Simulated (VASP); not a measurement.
Crystal: TaN.

```xyz
4
Lattice="2.9218 0.0000 0.0000 -1.4609 2.5303 0.0000 0.0000 0.0000 5.9165" Properties=species:S:1:pos:R:3 pbc="T T T"
Ta    0.0000    0.0000    2.9583
Ta    0.0000    0.0000    0.0000
N     0.0000    1.6869    1.4791
N     1.4609    0.8434    4.4374
```

The cell comes from a database or a generator and needn't be the stable form of this composition.

```yaml
Program: VASP 6.6.1
Task: relaxation of cell and atoms
Functional: LDA
Potentials_or_basis: VASP PAW LDA potentials, release 64 (Ta_pv, N)
Cutoff: 600 eV
k_mesh: 10 × 10 × 5
Occupations: fermi-dirac, width 0.05 eV
Spin: no spin polarisation
```

At the start: pressure -15.3 GPa; volume 10.94 Å³/atom.

Task: How do energy, volume and symmetry change on relaxing?

Result: Over 9 steps the energy falls by 24.2 meV/atom and the volume is 10.45 Å³/atom (-4.4 %); space group P6_3/mmc (No. 194, to 0.05 Å).

The path:
```tsv
step	energy change (eV)	largest force (eV/Å)	pressure (GPa)	volume (Å³)
1	0.0000	0.0000	-15.32	43.74
2	0.5591	0.0000	52.54	37.45
3	-0.0962	0.0000	-0.76	41.89
4	-0.0964	0.0000	-0.19	41.83
5	-0.0964	0.0000	0.16	41.79
6	-0.0965	0.0000	0.28	41.76
7	-0.0966	0.0000	0.24	41.77
8	-0.0966	0.0000	-0.38	41.85
9	-0.0966	0.0000	-0.02	41.80
```

Final structure:
```
CELL_PARAMETERS angstrom
2.87821 0.00000 0.00000
-1.43911 2.49261 0.00000
0.00000 0.00000 5.82620
ATOMIC_POSITIONS crystal
Ta 0.00000 0.00000 0.50000
Ta 0.00000 0.00000 0.00000
N 0.33333 0.66667 0.25000
N 0.66667 0.33333 0.75000
```
